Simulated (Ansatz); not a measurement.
# Te2Pt (Moncheite): the cost of one run

Program: Ansatz 0.2.0. Level of theory: DFT PBE+D3(BJ), scalar-relativistic, plane waves, PAW. These are calculated values, not measurements.

The COD entry's cell or inner coordinates are ideal or old and differ from later refinements, so a difference from it is no clean test against experiment.

2 further runs of the same task are left out: 2 set aside as unsound or not needed.

## Step 1: The starting structure

The structure is trigonal, space group P-3m1 (No. 164). The conventional cell has a = 4.052 Å, b = 4.052 Å, c = 5.094 Å, α = 90.00°, β = 90.00°, γ = 120.00°. Te (site symmetry 3m) has 3 Pt at 2.71 Å as nearest neighbours. Around Pt (site symmetry -3m) lie 6 Te at 2.71 Å.

Coordinates:

```
CELL_PARAMETERS angstrom
4.05202 0.00000 0.00000
-2.02601 3.50915 0.00000
0.00000 0.00000 5.09394
ATOMIC_POSITIONS crystal
Te 0.33333 0.66667 0.26715
Te 0.66667 0.33333 0.73285
Pt 0.00000 0.00000 0.00000
```

It is the result of an earlier relaxation at this level (volume 24.14 Å³/atom; gap on the mesh: none (metal)).

Bulk energy on matching settings, from an earlier run: -8828.5796 eV/atom.

## Step 2: Cutting the (001) slab

Miller indices refer to the conventional cell of the relaxed bulk, P-3m1 (No. 164): a = 4.052 Å, b = 4.052 Å, c = 5.094 Å, α = 90.00°, β = 90.00°, γ = 120.00°.

The slab is a (001) slab, 7.8 Å thick as cut, with 15 Å of vacuum; its outer planes are Te (top) and Te (bottom).

The slab as cut. Its planes from the bottom up:

| plane | atoms per cell | height over the lowest (Å) |
| --- | --- | --- |
| 1 | Te | 0.00 |
| 2 | Pt | 1.36 |
| 3 | Te | 2.72 |
| 4 | Te | 5.09 |
| 5 | Pt | 6.45 |
| 6 | Te | 7.82 |

## Step 3: The slab as cut, atoms at the bulk's places

A dipole layer in the vacuum cancels the field that periodic copies would set up if the slab's two faces differ.

File input.yaml:

```yaml
crystal:
  lattice:
    - [4.0520213428, 0.0, 0.0]
    - [-2.0260106714, 3.5091534195, 0.0]
    - [0.0, 0.0, 22.8156186182]
  atoms:
    - { symbol: Te, position: [0.6666666667, 0.3333333333, 0.3287221848] }
    - { symbol: Pt, position: [0.0, 0.0, 0.3883673124] }
    - { symbol: Te, position: [0.3333333333, 0.6666666667, 0.4480124401] }
    - { symbol: Te, position: [0.6666666667, 0.3333333333, 0.5519875599] }
    - { symbol: Pt, position: [0.0, 0.0, 0.6116326876] }
    - { symbol: Te, position: [0.3333333333, 0.6666666667, 0.6712778152] }
basis:
  ecutwfc: 420
kpoints:
  mp_grid: { grid: [9, 9, 1] }
hamiltonian:
  xc: pbe
  dispersion: d3bj
scf:
  occupations: { method: gaussian, width: 0.1 }
output:
  forces: true
  stress: true
  eigenvalues: true
efield:
  axis: 3
  dipole_correction: true
```

On the command line:

```
ansatz run input.yaml --threads 1 --pin off --max-ram 2560MiB --backend cpu --events-out ev --progress --plain --runs-dir out
```

**Question.** How long does this run take on 1 thread of Intel Xeon at 2.70GHz, shared host, and how much memory does it need?

About 23 s, with a peak of 0.59 GiB.
